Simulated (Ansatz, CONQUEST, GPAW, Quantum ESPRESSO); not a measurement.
# TiNi: 4 runs at one level of theory

```
Ni Ti
1.0
     2.98807    0.00000    0.00000
     0.00000    2.98807    0.00000
     0.00000    0.00000    2.98807
Ni Ti
1 1
Direct
  0.00000 0.00000 0.00000
  0.50000 0.50000 0.50000
```

The cell comes from a database or a generator and needn't be the stable form of this composition.

Alike in all runs: task single point; functional PBEsol; k mesh 9 × 9 × 9; occupations fermi-dirac, width 0.05 eV; collinear spin, ferromagnetic start; no spin-orbit coupling. Pressure is positive in compression and, in plane waves, holds the error of the finite cutoff.

```tsv
program and potentials	plane-wave cutoff (eV)	notes	pressure (GPa)	net moment per atom (μB)
GPAW, PAW data sets generated for this functional	600	14 valence electrons an atom on average; this data set often lies off other programs	-2.58	0.00
Ansatz, all-electron LAPW, scalar-relativistic	-	-	-3.11	0.00
CONQUEST, PseudoDojo NC PBEsol, DZP, grid cutoff 150 Ha	-	atomic basis; 15 valence electrons an atom on average	-0.70	0.00
Quantum ESPRESSO, GBRV 1.5 PBEsol	612	15 valence electrons an atom on average	-3.19	0.00
```

The pressure spans -3.19 (Quantum ESPRESSO, GBRV 1.5 PBEsol) to -0.70 GPa (CONQUEST, PseudoDojo NC PBEsol, DZP, grid cutoff 150 Ha), with all-electron results at -3.11. All agree on the net moment per atom. The state is the one that the start led to, which needn't be the lowest. The pressure on the cell as given of CONQUEST, PseudoDojo NC PBEsol, DZP, grid cutoff 150 Ha lies far from the others; the cause wasn't traced. Rows in atomic bases carry the error of their basis and grid, which can be large.

The functional is the same throughout but for its coding, so the spread measures potentials, basis and numerics; runs on potential files found faulty are left out.
